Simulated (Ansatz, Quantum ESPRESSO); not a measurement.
# Complex bands of MgTe, zinc blende type, lattice constant set to 6.539 Å, part 2 of 2

Aim: how fast states decay in the gap of MgTe, zinc blende type, lattice constant set to 6.539 Å.

Quantum ESPRESSO 7.5; plane-wave DFT, LDA, GBRV ultrasoft pseudopotentials; cross-check by Ansatz 0.2.0 with PAW datasets.

So far. Step 2 (Ground state): The run needed 10 iterations to bring the estimated error under 1e-09 Ry.

The structure was built from a prototype and need not be the compound's stable phase.

### 6. Cross-check with Ansatz

As a check, the same structure is run in Ansatz.

Level of this step: plane-wave DFT, LDA, Ansatz PAW (Ansatz 0.2.0).

The input, input.yaml:

```yaml
crystal:
  lattice:
    - [4.6237712422, 0.0, 0.0]
    - [0.0, 4.6237712422, 0.0]
    - [0.0, 0.0, 6.539]
  atoms:
    - { symbol: Mg, position: [0.0, 0.0, 0.0] }
    - { symbol: Te, position: [0.5, 0.0, 0.25] }
    - { symbol: Mg, position: [0.5, 0.5, 0.5] }
    - { symbol: Te, position: [0.0, 0.5, 0.75] }
kpoints:
  mp_grid: { grid: [6, 6, 4] }
hamiltonian:
  xc: lda
scf:
  occupations: { method: fixed }
  convergence: { dr2_threshold: 1.0e-09 }
output:
  transmission:
    leads: [[0, 0]]
    kpoints: [[0, 0], [0.5, 0], [0.5, 0.5], [0.25, 0]]
    e_range: [-2.04, 4.93]
    de: 0.17
```

The run is started by

```bash
$ ansatz run input.yaml --threads 2 --pin off --max-ram 4096MiB --backend cpu --events-out ev --progress --plain --runs-dir out
```

Run time: 68 s. Hardware: 2 threads of Arm Neoverse N1, shared host; peak memory 0.62 GiB.

Numbers from this step:

| Quantity | Value |
| --- | --- |
| free energy | -17460.8863 eV |
| gap by band count | 2.035 eV |
| symmetry operations | 16 |
| slowest decay at the grid energy nearest mid-gap | 0.1471 Å⁻¹ |
| peak of the smallest κ at the zone centre | 0.1471 Å⁻¹ |
| peak of the smallest κ at (1/2, 0) | 0.2573 Å⁻¹ |
| peak of the smallest κ at (1/2, 1/2) | 0.3333 Å⁻¹ |
| peak of the smallest κ at (1/4, 0) | 0.2763 Å⁻¹ |
| valence top, on the run's zero | 3.727 eV |

K across = (0, 0) in the cell's reciprocal vectors; values within 0.0025 1/Å of each other count once, columns are sorted by size at each energy, a dash where no further value was kept. Table of Im kz of the slowest decaying states by energy, zero at the highest filled level of the SCF mesh:

```
energy (eV)  decay 1 (Å⁻¹)  decay 2 (Å⁻¹)  decay 3 (Å⁻¹)
      -2.04          0.594          0.819           1.21
      -1.87          0.540          0.805           1.19
      -1.53          0.405          0.775           1.15
      -1.36          0.310          0.761           1.13
      -1.02          0.730           1.10              -
      -0.85          0.715           1.07              -
      -0.68          0.699           1.05              -
      -0.34          0.666           1.01           1.47
      -0.17          0.649          0.988           1.46
       0.00        0.00265          0.631          0.965
       0.17         0.0845          0.194          0.613
       0.34          0.113          0.263          0.594
       0.68          0.141          0.345          0.555
       0.85          0.146          0.372          0.534
       1.02          0.147          0.393          0.511
       1.36          0.137          0.423          0.463
       1.53          0.125          0.433          0.436
       1.87         0.0783          0.375          0.445
       2.04          0.340          0.449          0.616
       2.21          0.300          0.450          0.577
       2.55          0.189          0.448          0.489
       2.72         0.0870          0.439          0.444
       3.06          0.313          0.432           1.16
       3.23          0.225          0.424           1.15
       3.57          0.403           1.11           1.20
       3.74          0.390           1.10           1.18
       3.91         0.0331          0.375           1.08
       4.25          0.128          0.338           1.04
       4.42          0.148          0.316           1.02
       4.76          0.166          0.259          0.986
       4.93          0.170          0.222          0.967
```

K across = (0, 0) in the cell's reciprocal vectors. Re kz of states that move upwards against energy, zero at the highest filled level of the SCF mesh:

```
energy (eV)  channel 1 (Å⁻¹)  channel 2 (Å⁻¹)  channel 3 (Å⁻¹)
      -2.04            0.443                -                -
      -1.70           -0.434                -                -
      -1.36           -0.358                -                -
      -1.02           -0.286            0.219            0.219
      -0.68           -0.214            0.460            0.460
      -0.34           -0.315           -0.315           -0.139
       0.00                -                -                -
       0.34                -                -                -
       0.68                -                -                -
       1.02                -                -                -
       1.36                -                -                -
       1.53                -                -                -
       1.87                -                -                -
       2.21           0.0875                -                -
       2.55            0.161                -                -
       2.89            0.148            0.222                -
       3.23            0.281            0.293                -
       3.57            0.217            0.347            0.399
       3.91            0.420                -                -
       4.25           -0.384                -                -
       4.59           -0.294                -                -
       4.93           -0.202                -                -
```

K across = (1/2, 0) in the cell's reciprocal vectors; values within 0.0025 1/Å of each other count once, columns are sorted by size at each energy, a dash where no further value was kept. The Im kz of the slowest decaying states by energy, zero at the highest filled level of the SCF mesh:

```
energy (eV)  decay 1 (Å⁻¹)  decay 2 (Å⁻¹)  decay 3 (Å⁻¹)
      -2.04          0.136           1.01           1.19
      -1.87          0.128          0.976           1.17
      -1.53         0.0495          0.907           1.14
      -1.36          0.867           1.12              -
      -1.02          0.770           1.09              -
      -0.85          0.704           1.07              -
      -0.68          0.614           1.05              -
      -0.34         0.0727          0.380           1.01
      -0.17          0.137          0.551          0.992
       0.00          0.174          0.616          0.973
       0.17          0.200          0.653          0.954
       0.34          0.219          0.675          0.934
       0.68          0.244          0.698          0.894
       0.85          0.251          0.703          0.873
       1.02          0.255          0.704          0.852
       1.36          0.257          0.700          0.809
       1.53          0.253          0.695          0.787
       1.87          0.239          0.680          0.742
       2.04          0.228          0.671          0.719
       2.21          0.213          0.661          0.695
       2.55          0.169          0.636          0.645
       2.72          0.135          0.619          0.622
       3.06          0.564          0.591           1.39
       3.23          0.534          0.573           1.37
       3.57          0.469          0.535           1.34
       3.74          0.431          0.513           1.32
       3.91          0.389          0.490           1.30
       4.25          0.134          0.267          0.437
       4.42          0.199          0.407           1.25
       4.76          0.162          0.337           1.21
       4.93          0.126          0.294           1.19
```

K across = (1/2, 1/2) in the cell's reciprocal vectors; values within 0.0025 1/Å of each other count once, columns are sorted by size at each energy, a dash where no further value was kept. The Im kz of the slowest decaying states by energy, zero at the highest filled level of the SCF mesh:

```
energy (eV)  decay 1 (Å⁻¹)  decay 2 (Å⁻¹)  decay 3 (Å⁻¹)
      -2.04          0.142          0.437              -
      -1.70          0.324              -              -
      -1.36              -              -              -
      -1.02          0.124          0.172              -
      -0.68          0.231          0.289              -
      -0.34          0.282          0.331              -
       0.00          0.311          0.348              -
       0.34          0.327          0.351              -
       0.68          0.333          0.344              -
       1.02          0.330           1.49              -
       1.36          0.307          0.324           1.46
       1.53          0.293          0.317           1.45
       1.87          0.257          0.299           1.42
       2.21          0.208          0.273           1.39
       2.55          0.132          0.239           1.37
       2.89          0.191           1.34              -
       3.23          0.116           1.31              -
       3.57           1.27              -              -
       3.91           1.24           1.48              -
       4.25           1.21           1.46              -
       4.59         0.0531           1.17           1.43
       4.93         0.0848           1.14           1.40
```

K across = (1/4, 0) in the cell's reciprocal vectors; values within 0.0025 1/Å of each other count once, columns are sorted by size at each energy, a dash where no further value was kept. The Im kz of the slowest decaying states by energy, zero at the highest filled level of the SCF mesh:

```
energy (eV)  decay 1 (Å⁻¹)  decay 2 (Å⁻¹)  decay 3 (Å⁻¹)
      -2.04          0.131          0.697           1.02
      -1.87         0.0351          0.650          0.999
      -1.70          0.596          0.980           1.33
      -1.53          0.535          0.961           1.32
      -1.36         0.0597          0.462          0.942
      -1.02          0.125          0.236          0.903
      -0.85          0.127          0.884           1.24
      -0.68          0.112          0.864           1.23
      -0.51         0.0617          0.844           1.21
      -0.34          0.824           1.19           1.26
      -0.17         0.0709          0.803           1.17
       0.00          0.147          0.164          0.782
       0.17          0.187          0.285          0.762
       0.34          0.215          0.357          0.740
       0.68          0.251          0.451          0.697
       0.85          0.262          0.484          0.674
       1.02          0.269          0.512          0.651
       1.19          0.274          0.537          0.628
       1.36          0.276          0.558          0.603
       1.53          0.276          0.578          0.928
       1.70          0.273          0.552          0.596
       1.87          0.268          0.524          0.614
       2.04          0.260          0.495          0.635
       2.21          0.249          0.464          0.663
       2.55          0.216          0.394          0.699
       2.72          0.191          0.352          0.686
       2.89          0.157          0.304          0.673
       3.06          0.102          0.245          0.658
       3.23          0.159          0.642          0.778
       3.40         0.0568          0.625          0.745
       3.57          0.120          0.607          0.710
       3.74         0.0491          0.144          0.588
       3.91          0.114          0.155          0.568
       4.25          0.149          0.156          0.522
       4.42          0.148          0.489          0.497
       4.59          0.133          0.142          0.427
       4.76          0.111          0.124          0.349
       4.93         0.0736         0.0827          0.231
```

### 7. The arithmetic

T falls as exp(−2κd). With κ = 0.147 1/Å, 10 Å of barrier pass exp(−2 × 0.147 × 10) = 0.053 of that channel, interfaces aside.

### 8. Outcome

```
gap on the SCF mesh                                                  : 2.04 eV
smallest κ at mid-gap among the four k points, at the zone centre    : 0.147 Å⁻¹
peak of the smallest κ in the stop band at the zone centre           : 0.147 Å⁻¹
peak of the smallest κ in the stop band at (1/2, 0)                  : 0.255 Å⁻¹
peak of the smallest κ in the stop band at (1/2, 1/2)                : 0.330 Å⁻¹
peak of the smallest κ in the stop band at (1/4, 0)                  : 0.275 Å⁻¹
energy of the peak at the zone centre, over the highest filled level : 1.02 eV
peak at the zone centre by Ansatz                                    : 0.147 Å⁻¹
```

In words: With a gap of 2.04 eV on the mesh, the smallest κ at mid-gap among the four k points, at the zone centre is 0.147 Å⁻¹ (LDA, GBRV ultrasoft). For a barrier with the Fermi level at mid-gap the slowest state found, at the zone centre, loses a factor of ten in probability every 7.8 Å or so. Stop bands away from the zone centre are mostly wider than the gap, so their peaks can lie above the conduction bottom. At the zone centre pwcond's peak is 0.147 and Ansatz's 0.147 1/Å, 0 % apart. The cell is the a/√2 one, turned by 45°, with two primitive cells, so X along [001] folds onto kz = 0. A semilocal gap is too small, often by a third to a half and by more in narrow-gap crystals, so real barriers decay faster. Spin-orbit coupling is left out; depending on the atoms that carry the levels of interest, it can split and shift them by tens to hundreds of meV.

[Logs are printed without paths, hosts, clocks, repeated set-up lines and the standing remarks that a program may print on its own settings, such as how far it seeks lower states.]

[Hosts, paths, dates, database ids (printed as entryN), source tags and the programs' standing remarks are cut or masked in the printed files.]

[Maps of the electrostatic potential energy from Ansatz leave out the sawtooth potential of an applied field or a dipole correction, so their vacuum need not be flat; planar profiles and work functions include it.]
